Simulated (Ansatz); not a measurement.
# Molecular dynamics of Si16H

input.yaml

```yaml
crystal:
  lattice:
    - [0.0, 5.43, 5.43]
    - [5.43, 0.0, 5.43]
    - [5.43, 5.43, 0.0]
  atoms:
    - { symbol: Si, position: [0.00417573, -0.00296355, 0.00184335] }
    - { symbol: Si, position: [0.13211003, 0.11970866, 0.12702661] }
    - { symbol: Si, position: [-0.00636432, 0.01147799, 0.49944366] }
    - { symbol: Si, position: [0.12813142, 0.12329506, 0.62536687] }
    - { symbol: Si, position: [0.00489338, 0.49161339, 0.01196559] }
    - { symbol: Si, position: [0.13210559, 0.62125266, 0.12702442] }
    - { symbol: Si, position: [-0.00634299, 0.49552115, 0.49944004] }
    - { symbol: Si, position: [0.07612917, 0.64066629, 0.64264684] }
    - { symbol: Si, position: [0.50720497, 0.00176044, -0.0064565] }
    - { symbol: Si, position: [0.62757311, 0.12349642, 0.12551783] }
    - { symbol: Si, position: [0.50410274, -0.00254125, 0.50105805] }
    - { symbol: Si, position: [0.61695347, 0.14035142, 0.61937801] }
    - { symbol: Si, position: [0.50719978, 0.49756505, -0.00643583] }
    - { symbol: Si, position: [0.62929699, 0.6288174, 0.11316991] }
    - { symbol: Si, position: [0.47527194, 0.51639396, 0.49204046] }
    - { symbol: Si, position: [0.61697663, 0.62340912, 0.61939905] }
    - { symbol: H, position: [0.80748795, 0.71424138, 0.76412133] }
magnetization:
  spin_polarized: true
basis:
  ecutwfc: 420.0
kpoints:
  mp_grid: { grid: [2, 2, 2] }
hamiltonian:
  xc: lda
scf:
  occupations: { method: fermi_dirac, width: 0.05 }
  lower_state_search: "off"
md:
  timestep: 0.5
  n_steps: 200
  ensemble: nvt_nose_hoover
  temperature: 600.0
  initial_velocities: maxwell_boltzmann
  seed: 864235
  nose_hoover: { tau: 50.0, chain_length: 3 }
```

Command:

```bash
$ ansatz run input.yaml --threads 1 --pin off --max-ram 3072MiB --backend cpu --events-out ev --progress --plain --runs-dir out
```

It starts from a relaxed structure.

Output, in part (step lines):

```
md step     0: t =     0.00 fs  T =   600.0 K  F+E_penalty+E_count = -9751.12329534 eV  E_kin = 1.240896 eV  conserved = -9749.88239935 eV  (11 SCF iters)
md step     1: t =     0.50 fs  T =   599.1 K  F+E_penalty+E_count = -9751.12146864 eV  E_kin = 1.239070 eV  conserved = -9749.88239851 eV  (5 SCF iters)
md step     2: t =     1.00 fs  T =   596.6 K  F+E_penalty+E_count = -9751.11624533 eV  E_kin = 1.233850 eV  conserved = -9749.88239623 eV  (5 SCF iters)
md step     3: t =     1.50 fs  T =   592.4 K  F+E_penalty+E_count = -9751.10766264 eV  E_kin = 1.225273 eV  conserved = -9749.88239251 eV  (5 SCF iters)
md step     4: t =     2.00 fs  T =   586.7 K  F+E_penalty+E_count = -9751.09578147 eV  E_kin = 1.213402 eV  conserved = -9749.88238751 eV  (5 SCF iters)
md step     5: t =     2.50 fs  T =   579.4 K  F+E_penalty+E_count = -9751.08068555 eV  E_kin = 1.198323 eV  conserved = -9749.88238112 eV  (5 SCF iters)
md step     6: t =     3.00 fs  T =   570.6 K  F+E_penalty+E_count = -9751.06248061 eV  E_kin = 1.180144 eV  conserved = -9749.88237332 eV  (5 SCF iters)
md step     7: t =     3.50 fs  T =   560.4 K  F+E_penalty+E_count = -9751.04129345 eV  E_kin = 1.158996 eV  conserved = -9749.88236431 eV  (5 SCF iters)
[... lines left out ...]
md step   200: t =   100.00 fs  T =   385.2 K  F+E_penalty+E_count = -9750.03531322 eV  E_kin = 0.796692 eV  conserved = -9749.88191083 eV  (5 SCF iters)
```

The steps, from the saved trajectory:

```tsv
time (fs)	T (K)	potential energy less start (eV)	conserved less start (meV/atom)
0.0	600	0.000	0.00
3.0	571	0.061	0.00
6.0	491	0.227	0.01
9.0	380	0.458	0.01
12.0	264	0.700	0.02
15.0	171	0.896	0.02
18.0	121	1.005	0.02
21.0	122	1.007	0.02
24.0	171	0.912	0.02
27.0	257	0.749	0.02
30.0	359	0.561	0.01
33.0	455	0.395	0.01
36.0	525	0.290	0.01
39.0	555	0.272	0.01
42.0	541	0.342	0.01
45.0	490	0.487	0.01
48.0	415	0.674	0.02
51.0	337	0.861	0.02
54.0	277	1.007	0.02
57.0	250	1.079	0.03
60.0	266	1.064	0.02
63.0	307	0.998	0.01
66.0	343	0.944	0.01
69.0	369	0.912	0.03
72.0	438	0.792	0.01
75.0	499	0.690	0.01
78.0	514	0.685	0.01
81.0	492	0.754	0.01
84.0	445	0.872	0.02
87.0	394	0.995	0.02
90.0	358	1.086	0.02
93.0	345	1.129	0.02
96.0	350	1.135	0.02
99.0	371	1.111	0.03
```

The run went to its last step. The conserved energy stayed within 0.029 meV per atom of its start (net change 0.029 meV per atom), so the integration is sound. The mean temperature of the second half is 38 % below the set value. A run of 0.1 ps of so small a system gives no equilibrium averages. Limits of this set-up: coarse k mesh.

Mean squared displacements from the first frame to the last, about the centre of mass: Si 0.05 Å², H 2.65 Å².

Last frame:

```xyz
17
Lattice="0.0000 5.4300 5.4300 5.4300 0.0000 5.4300 5.4300 5.4300 0.0000" Properties=species:S:1:pos:R:3
Si 0.148 0.048 -0.062
Si 1.345 1.380 1.520
Si 2.628 2.636 0.152
Si 4.244 4.106 1.270
Si 2.830 -0.063 2.900
Si 4.194 1.360 4.138
Si 5.468 2.784 2.579
Si 6.637 4.074 4.097
Si -0.011 2.659 2.713
Si 1.442 3.905 4.075
Si 2.647 5.311 2.474
Si 3.895 6.742 3.990
Si 2.822 2.614 5.493
Si 4.131 4.031 6.800
Si 5.293 5.543 5.365
Si 6.713 6.907 6.660
H 7.912 7.037 8.894
```

The run took 14 min on 1 thread of Arm Neoverse V2 (shared host), peak memory 0.59 GiB.
